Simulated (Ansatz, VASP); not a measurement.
# Ga9P9H10 (GaP wire along [110], 36 atoms a period, H-terminated): VASP beside Ansatz

Wanted: the spread between two codes on one cell, functional and k mesh. The structure shown is the end of the Ansatz relaxation below.

Program: Ansatz 0.2.0. Level of theory: plane waves, with VASP 6.6.1 beside it; single point at PBE. Results are calculated unless marked as measured.

### 1. The structure

The cell holds 56 atoms: 20 H, 18 Ga and 18 P. Cell: a = 23.690 Å, b = 23.017 Å, c = 3.985 Å, α = 90.0°, β = 90.0°, γ = 90.0°. Vacuum lies along a and b. The structure's axis is c.

### 2. Ansatz: relaxation, PBE

Ansatz runs on its PAW soft_1 files.

This run makes the geometry at which the two programs are then compared.

input.yaml

```yaml
crystal:
  lattice:
    - [23.69, 0.0, 0.0]
    - [0.0, 23.017, 0.0]
    - [0.0, 0.0, 3.8961583643]
  atoms:
    - { symbol: H, position: [0.198011712, 0.401626517, 0.0] }
    - { symbol: Ga, position: [0.236517977, 0.457674855, 0.0] }
    - { symbol: P, position: [0.41095867, 0.203765243, 0.0] }
    - { symbol: P, position: [0.41095867, 0.373038318, 0.0] }
    - { symbol: H, position: [0.430599302, 0.852269343, 0.0] }
    - { symbol: H, position: [0.445809277, 0.15303795, 0.0] }
    - { symbol: Ga, position: [0.469105567, 0.28840178, 0.0] }
    - { symbol: Ga, position: [0.469105567, 0.457674855, 0.0] }
    - { symbol: P, position: [0.643546259, 0.203765243, 0.0] }
    - { symbol: P, position: [0.643546259, 0.373038318, 0.0] }
    - { symbol: H, position: [0.678396867, 0.15303795, 0.0] }
    - { symbol: Ga, position: [0.701693157, 0.28840178, 0.0] }
    - { symbol: Ga, position: [0.701693157, 0.457674855, 0.0] }
    - { symbol: H, position: [0.856493217, 0.542311393, 0.168888049] }
    - { symbol: H, position: [0.259814268, 0.28840178, 0.200322728] }
    - { symbol: H, position: [0.143520473, 0.542311393, 0.299677272] }
    - { symbol: H, position: [0.740199422, 0.28840178, 0.331111951] }
    - { symbol: P, position: [0.294664875, 0.28840178, 0.5] }
    - { symbol: P, position: [0.294664875, 0.62694793, 0.5] }
    - { symbol: P, position: [0.294664875, 0.457674855, 0.5] }
    - { symbol: H, position: [0.314305507, 0.147716905, 0.5] }
    - { symbol: H, position: [0.314305507, 0.767632806, 0.5] }
    - { symbol: Ga, position: [0.352811772, 0.203765243, 0.5] }
    - { symbol: Ga, position: [0.352811772, 0.373038318, 0.5] }
    - { symbol: Ga, position: [0.352811772, 0.542311393, 0.5] }
    - { symbol: Ga, position: [0.352811772, 0.711584468, 0.5] }
    - { symbol: P, position: [0.527252465, 0.28840178, 0.5] }
    - { symbol: P, position: [0.527252465, 0.62694793, 0.5] }
    - { symbol: P, position: [0.527252465, 0.457674855, 0.5] }
    - { symbol: P, position: [0.527252465, 0.796221005, 0.5] }
    - { symbol: H, position: [0.546893097, 0.147716905, 0.5] }
    - { symbol: H, position: [0.562103072, 0.846948298, 0.5] }
    - { symbol: Ga, position: [0.585399362, 0.203765243, 0.5] }
    - { symbol: Ga, position: [0.585399362, 0.373038318, 0.5] }
    - { symbol: Ga, position: [0.585399362, 0.542311393, 0.5] }
    - { symbol: Ga, position: [0.585399362, 0.711584468, 0.5] }
    - { symbol: P, position: [0.759840054, 0.62694793, 0.5] }
    - { symbol: P, position: [0.759840054, 0.457674855, 0.5] }
    - { symbol: H, position: [0.794690661, 0.677675224, 0.5] }
    - { symbol: H, position: [0.794690661, 0.406947562, 0.5] }
    - { symbol: Ga, position: [0.817986952, 0.542311393, 0.5] }
    - { symbol: H, position: [0.740199422, 0.28840178, 0.668888049] }
    - { symbol: H, position: [0.143520473, 0.542311393, 0.700322728] }
    - { symbol: H, position: [0.259814268, 0.28840178, 0.799677272] }
    - { symbol: H, position: [0.856493217, 0.542311393, 0.831111951] }
    - { symbol: P, position: [0.17837108, 0.542311393, 0.0] }
    - { symbol: H, position: [0.198011712, 0.682996268, 0.0] }
    - { symbol: Ga, position: [0.236517977, 0.62694793, 0.0] }
    - { symbol: P, position: [0.41095867, 0.542311393, 0.0] }
    - { symbol: P, position: [0.41095867, 0.711584468, 0.0] }
    - { symbol: Ga, position: [0.469105567, 0.62694793, 0.0] }
    - { symbol: Ga, position: [0.469105567, 0.796221005, 0.0] }
    - { symbol: P, position: [0.643546259, 0.542311393, 0.0] }
    - { symbol: P, position: [0.643546259, 0.711584468, 0.0] }
    - { symbol: H, position: [0.678396867, 0.762311761, 0.0] }
    - { symbol: Ga, position: [0.701693157, 0.62694793, 0.0] }
kpoints:
  mp_grid: { grid: [1, 1, 21] }
scf:
  occupations: { method: fermi_dirac, width: 0.05 }
hamiltonian:
  xc: pbe
  pseudopotentials: { kind: paw, azcp: { folder: soft_1 } }
relax:
  cell: { fix: [a, b, alpha, beta, gamma] }
  max_steps: 45
  f_tol: 0.03
```

Started as:

```
$ ansatz run input.yaml --threads 16 --pin off --max-ram 61440MiB --backend cuda --events-out ev --progress --plain --runs-dir out --max-vram 78GiB
```

Numbers of over 12 decimals in the logs are rounded to 6 here.

The program printed:

```text
Engine: ansatz 0.2.0, aarch64-unknown-linux-gnu
Pseudopotentials: kind: paw
Pseudopotential: H, paw, valence charge 1, recommended cutoff 420 eV (normal), soft_1/H.paw.azcp
Pseudopotential: Ga, paw, valence charge 13, recommended cutoff 420 eV (normal), soft_1/Ga.paw.azcp
Pseudopotential: P, paw, valence charge 5, recommended cutoff 420 eV (normal), soft_1/P.paw.azcp
Functional definition: PBE
  parameter kappa = 0.804
  parameter beta = 0.066725
  exchange = pbe_x(kappa = kappa, mu = beta*pi^2/3)
  correlation = pbe_c(beta = beta)
[...]
Crystal: 56 atoms, lattice volume = 2124.469 Å³
Basis set: ecut = 420 eV, 41675 PW (Γ), exchange–correlation on 320×320×54 points (8 copies of the dense FFT grid, shifted against one another)
Bands: 228, of which v1, the nominal top of the filled ones, is band 172 counted from 1 (171 counted from 0)
Symmetry: 2 space group operations
Space group: Pm (ITA 6), of the structure as read, at distance tolerance 1.3e-4 Å
k-points: 11 of 21
Non-local potential: H, projectors of the file, l = 0: 2, l = 1: 1
Non-local potential: Ga, projectors of the file, l = 0: 2, l = 1: 2, l = 2: 3, l = 3: 1
Non-local potential: P, projectors of the file, l = 0: 2, l = 1: 2, l = 2: 1
PAW form: soft (Blöchl's): semilocal exchange-correlation on the pseudo side does not see the compensation charge
PAW one-centre angular grid: H, 110 points (default); XC on 64 Gauss nodes
PAW one-centre angular grid: Ga, 590 points (default); XC on 64 Gauss nodes
PAW one-centre angular grid: P, 110 points (default); XC on 64 Gauss nodes
Initial density: superposition of atomic densities (neutral atoms: chi_scale 0, normalization atom)
Initial wavefunctions: pseudopotential atomic-orbital guess
[...]
Functional: x = pbe(κ = 0.804, μ = 0.219515), c = pbe(β = 0.066725)
SCF iter   1: F=—  HF=-82031.501952 eV  |F-HF|=—  |Δ(HF+E_count)|=         —  Δρ=3.87e-2  dr2=3.36e1  ethr=3.10e-3  ⟨swp⟩=9.1  Hψ=12665  notcnv=0  defer=188
preconditioner: auto → Resta (q_TF=auto, 2.014 Å⁻¹)  ε∞=2.2  [insulator: Δε(μ)=1.949 eV  Ē_g=13.709 eV  σ=0.050 eV  W_gap=1.00  n_scr=306 (ndim 8)  ℏωp=14.9 eV  f_vac=0.517  D(μ)=0.00/eV (n_scr^D=0)  ε∞_Penn≈2.2  vacuum switching on, ρ_ref=1.4e-2 e/Å³]
SCF iter   2: F=—  HF=-82023.366772 eV  |F-HF|=—  |Δ(HF+E_count)|=    8.14e0  Δρ=1.82e-2  dr2=1.00e1  ethr=3.10e-3  ⟨swp⟩=4.1  Hψ=5547  notcnv=0  defer=514
preconditioner: auto → LDOS  [metal: Δε(μ)=0.022 eV  Ē_g=14.037 eV  σ=0.050 eV  W_gap=0.11  n_scr=306 (ndim 8)  ℏωp=14.9 eV  f_vac=0.529  D(μ)=4.31/eV (n_scr^D=16)  β→1.0]
SCF iter   3: F=—  HF=-82022.783853 eV  |F-HF|=—  |Δ(HF+E_count)|=   5.83e-1  Δρ=5.71e-3  dr2=5.06e0  ethr=2.92e-3  ⟨swp⟩=3.4  Hψ=4400  notcnv=0  defer=416
[...]
SCF iter  15: F=-82021.848224 eV  HF=-82021.848224 eV  |F-HF|=1.29e-7  |Δ(HF+E_count)|=   3.27e-7  Δρ=1.14e-6  dr2=5.55e-8  ethr=2.91e-11  ⟨swp⟩=5.0  Hψ=7542  notcnv=0
SCF 1 converged in 15 iterations: F = -82021.848224 eV  dr2 = 5.55e-8
  greatest PAW one-centre occupation: 0.994 electrons in one spin orbital (limit 2), on the Ga atom at site 47 (counted from 0), in its partial waves of l = 2
relax step   1: F+E_penalty+E_count = -82021.84822408 eV  Δ(F+E_penalty+E_count) = +0.000e0 eV  max|allowed force component| = 1.261e0 eV/Å  Δτ_max = 0.0000 Å  P = +0.168 GPa  Ω = 2124.469 Å³  fix = [a, b, alpha, beta, gamma]  reactions: a -0.067, b -0.160 GPa; gamma -0.005 GPa/rad  (15 SCF iters, dr2 threshold 1.00e-7 eV, accepted)
[...]
relax step   2: F+E_penalty+E_count = -82023.02880382 eV  Δ(F+E_penalty+E_count) = -1.181e0 eV  max|allowed force component| = 6.524e-1 eV/Å  Δτ_max = 0.1947 Å  P = -0.091 GPa  Ω = 2165.602 Å³  energy of the carried Pulay correction = -6.001e-3 eV  fix = [a, b, alpha, beta, gamma]  reactions: a -0.264, b +0.028 GPa; gamma +0.089 GPa/rad  (9 SCF iters, dr2 threshold 5.60e-6 eV, accepted)
[...]
relax step   3: F+E_penalty+E_count = -82023.11864175 eV  Δ(F+E_penalty+E_count) = -8.984e-2 eV  max|allowed force component| = 2.692e-1 eV/Å  Δτ_max = 0.0829 Å  P = -0.046 GPa  Ω = 2173.556 Å³  energy of the carried Pulay correction = -7.148e-3 eV  fix = [a, b, alpha, beta, gamma]  reactions: a -0.050, b -0.018 GPa; gamma -0.005 GPa/rad  (7 SCF iters, dr2 threshold 5.60e-6 eV, accepted)
[...]
relax step   4: F+E_penalty+E_count = -82023.12847540 eV  Δ(F+E_penalty+E_count) = -9.834e-3 eV  max|allowed force component| = 1.784e-1 eV/Å  Δτ_max = 0.0803 Å  P = +0.031 GPa  Ω = 2170.231 Å³  energy of the carried Pulay correction = -6.669e-3 eV  fix = [a, b, alpha, beta, gamma]  reactions: a -0.007, b +0.032 GPa; gamma +0.001 GPa/rad  (7 SCF iters, dr2 threshold 4.53e-6 eV, accepted)
[...]
relax step   5: F+E_penalty+E_count = -82023.13298574 eV  Δ(F+E_penalty+E_count) = -4.510e-3 eV  max|allowed force component| = 9.633e-2 eV/Å  Δτ_max = 0.0498 Å  P = -0.007 GPa  Ω = 2174.059 Å³  energy of the carried Pulay correction = -7.220e-3 eV  fix = [a, b, alpha, beta, gamma]  reactions: a +0.001, b -0.011 GPa; gamma -0.006 GPa/rad  (7 SCF iters, dr2 threshold 1.99e-6 eV, accepted)
[...]
relax step   6: F+E_penalty+E_count = -82023.13664218 eV  Δ(F+E_penalty+E_count) = -3.656e-3 eV  max|allowed force component| = 8.344e-3 eV/Å  Δτ_max = 0.0192 Å  P = -0.004 GPa  Ω = 2173.158 Å³  energy of the carried Pulay correction = -7.091e-3 eV  fix = [a, b, alpha, beta, gamma]  reactions: a -0.007, b -0.003 GPa; gamma -0.003 GPa/rad  (7 SCF iters, dr2 threshold 5.80e-7 eV, accepted)
[...]
relax step   7: F+E_penalty+E_count = -82023.14427766 eV  Δ(F+E_penalty+E_count) = -7.635e-3 eV  max|allowed force component| = 8.339e-3 eV/Å  Δτ_max = 0.0000 Å  P = -0.003 GPa  Ω = 2173.158 Å³  fix = [a, b, alpha, beta, gamma]  reactions: a -0.006, b -0.002 GPa; gamma -0.003 GPa/rad  stress off target by 2.95e-4 GPa on what of the cell is left free  SCF on the basis re-selected at this cell (its energy is not comparable with the rows above)  (8 SCF iters)
[...]
- [0, 0, 3.985451]
  atoms:
    - { symbol: H, position: [0.199621, 0.397167, -2.9669223179863153e-18] }
    - { symbol: Ga, position: [0.239571, 0.451541, -4.0648478569772166e-18] }
    - { symbol: P, position: [0.409584, 0.207964, 2.712016429801884e-18] }
    - { symbol: P, position: [0.412665, 0.374211, 7.2742152238192115e-19] }
    - { symbol: H, position: [0.430949, 0.857395, 3.3199800052229227e-18] }
    - { symbol: H, position: [0.445094, 0.158070, 3.2582167619710024e-18] }
    - { symbol: Ga, position: [0.472810, 0.290501, 1.3349177215081586e-18] }
    - { symbol: Ga, position: [0.470445, 0.460350, 1.7125903303375168e-18] }
    - { symbol: P, position: [0.639405, 0.210282, 4.2324256269711114e-18] }
    - { symbol: P, position: [0.642642, 0.370307, -1.8333228475836992e-18] }
    - { symbol: H, position: [0.671619, 0.157925, 3.1631895655919716e-18] }
    - { symbol: Ga, position: [0.707375, 0.288396, 0] }
    - { symbol: Ga, position: [0.698460, 0.455239, -1.6396180579367363e-18] }
    - { symbol: H, position: [0.858498, 0.540830, 0.172828] }
    - { symbol: H, position: [0.264482, 0.288707, 0.235637] }
    - { symbol: H, position: [0.149207, 0.540953, 0.264301] }
    - { symbol: H, position: [0.742402, 0.289095, 0.324369] }
    - { symbol: P, position: [0.304527, 0.288271, 0.500000] }
    - { symbol: P, position: [0.295680, 0.629471, 0.500000] }
    - { symbol: P, position: [0.295663, 0.459461, 0.500000] }
    - { symbol: H, position: [0.312690, 0.143455, 0.500000] }
    - { symbol: H, position: [0.313781, 0.771800, 0.500000] }
    - { symbol: Ga, position: [0.354285, 0.195967, 0.500000] }
    - { symbol: Ga, position: [0.357353, 0.379164, 0.500000] }
    - { symbol: Ga, position: [0.353458, 0.545450, 0.500000] }
    - { symbol: Ga, position: [0.352226, 0.716445, 0.500000] }
    - { symbol: P, position: [0.527866, 0.288114, 0.500000] }
    - { symbol: P, position: [0.525051, 0.626429, 0.500000] }
    - { symbol: P, position: [0.526660, 0.457453, 0.500000] }
    - { symbol: P, position: [0.522214, 0.792517, 0.500000] }
    - { symbol: H, position: [0.543816, 0.145483, 0.500000] }
    - { symbol: H, position: [0.558933, 0.841578, 0.500000] }
    - { symbol: Ga, position: [0.583714, 0.200232, 0.500000] }
    - { symbol: Ga, position: [0.586899, 0.372914, 0.500000] }
    - { symbol: Ga, position: [0.584100, 0.542255, 0.500000] }
    - { symbol: Ga, position: [0.582109, 0.710553, 0.500000] }
    - { symbol: P, position: [0.756847, 0.619098, 0.500000] }
    - { symbol: P, position: [0.754780, 0.462519, 0.500000] }
    - { symbol: H, position: [0.787964, 0.672103, 0.500000] }
    - { symbol: H, position: [0.785463, 0.409296, 0.500000] }
    - { symbol: Ga, position: [0.824475, 0.539024, 0.500000] }
    - { symbol: H, position: [0.742402, 0.289095, 0.675631] }
    - { symbol: H, position: [0.149207, 0.540953, 0.735699] }
    - { symbol: H, position: [0.264482, 0.288707, 0.764363] }
    - { symbol: H, position: [0.858498, 0.540830, 0.827172] }
    - { symbol: P, position: [0.189303, 0.542516, 0] }
    - { symbol: H, position: [0.195255, 0.685484, 1.589887491304363e-18] }
    - { symbol: Ga, position: [0.239707, 0.635349, 5.4682273376425476e-18] }
    - { symbol: P, position: [0.410339, 0.543602, 8.043251116486824e-19] }
    - { symbol: P, position: [0.409675, 0.712916, 8.311851311184377e-19] }
    - { symbol: Ga, position: [0.467500, 0.629316, 1.5112844177157874e-18] }
    - { symbol: Ga, position: [0.464651, 0.799035, 1.8035751102412966e-18] }
    - { symbol: P, position: [0.640955, 0.541302, -7.04333872562914e-19] }
    - { symbol: P, position: [0.639019, 0.706216, -3.56286171718487e-18] }
    - { symbol: H, position: [0.673331, 0.757079, -3.4740430746050895e-18] }
    - { symbol: Ga, position: [0.701005, 0.623588, -2.245510769299657e-18] }
```

[end of part 1 of 2]

[Lines on the potential files, build, host, timing and source positions are cut from VASP's logs without a mark.]

[Logs are printed without paths, hosts, clocks, repeated set-up lines and the standing remarks that a program may print on its own settings, such as how far it seeks lower states.]

[Hosts, paths, dates, database ids (printed as entryN), source tags and the programs' standing remarks are cut or masked in the printed files.]
